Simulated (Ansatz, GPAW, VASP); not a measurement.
# Nb: programs and potentials compared

```
Nb
1.0
    -1.66395    1.66395    1.66395
     1.66395   -1.66395    1.66395
     1.66395    1.66395   -1.66395
Nb
1
Direct
  0.00000 0.00000 0.00000
```

Alike in all runs: task single point; functional LDA; k mesh 11 × 11 × 11; occupations gaussian, width 0.1 eV; no spin polarisation; no spin-orbit coupling. LDA stands for any of its common fits. Pressure is positive in compression and, in plane waves, holds the error of the finite cutoff, which Ansatz's Pulay term estimates and takes out.

| program and potentials | plane-wave cutoff (eV) | notes | pressure (GPa) |
| --- | --- | --- | --- |
| Ansatz, Ansatz PAW | 420 | potentials made for PBE, which Ansatz adapts in part | -11.52 |
| Ansatz, all-electron LAPW, scalar-relativistic | - | - | -11.53 |
| VASP, LDA PAW files Nb_sv, release 54, 520 eV | 520 | - | -11.67 |
| GPAW, the program's PAW data sets (release 1.2.1) made for this functional | 600 | - | -12.40 |
| VASP, LDA PAW files Nb_sv_GW, 550 eV | 550 | - | -12.27 |

The pressure spans -12.40 (GPAW, the program's PAW data sets (release 1.2.1) made for this functional) to -11.52 GPa (Ansatz, Ansatz PAW), with all-electron results at -11.53. The cell lies far from this level's equilibrium.

Differences between rows come from potentials, basis sets and numerical settings, since the functional is the same but for its coding. Runs on potential files found faulty are left out.
